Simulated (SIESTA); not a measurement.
Runs of SIESTA 5.4.2 on CsSnI3. The structure is cubic, space group Pm-3m (No. 221). Conventional cell: a = 6.206 Å, b = 6.206 Å, c = 6.206 Å, α = 90.00°, β = 90.00°, γ = 90.00°. Cs (site symmetry m-3m) has 12 I at 4.39 Å as nearest neighbours. I (site symmetry 4/mmm) is surrounded by 2 Sn at 3.10 Å. Around Sn (site symmetry m-3m) lie 6 I at 3.10 Å. 

```tsv
task	level	potentials or basis	k mesh	pressure (GPa)
band structure	BLYP	PseudoDojo 0.4 standard (PBE files), DZP (energy shift 0.003 Ry; two zetas on semicore shells; d shell added on Cs)	5 × 5 × 5	2.2
band structure	PBEsol	PseudoDojo 0.4 standard (PBEsol files), DZP (energy shift 0.003 Ry; two zetas on semicore shells; d shell added on Cs)	5 × 5 × 5	-0.5
band structure	vdW-DF-cx	PseudoDojo 0.4 standard (PBE files), DZP (energy shift 0.003 Ry; two zetas on semicore shells; d shell added on Cs)	5 × 5 × 5	(a)
band structure	AM05	PseudoDojo 0.4 standard (PBEsol files), DZP (energy shift 0.003 Ry; two zetas on semicore shells; d shell added on Cs)	5 × 5 × 5	0.0
```

Alike in all rows: no spin polarisation; cell as given; smearing fermi-dirac 0.05 eV; grid cutoff 500 Ry; energy shift 0.003 Ry.

**Question.** Fill in the values left out.

**Answer.** (a) -0.3.

Caveats: the cell was measured hot, at 500 K; the basis of atomic orbitals isn't converged, which shifts pressures, moduli and gaps; the potentials were made for another functional, which shifts forces and pressure (some runs).

Runs at the PBE level aren't shown here.
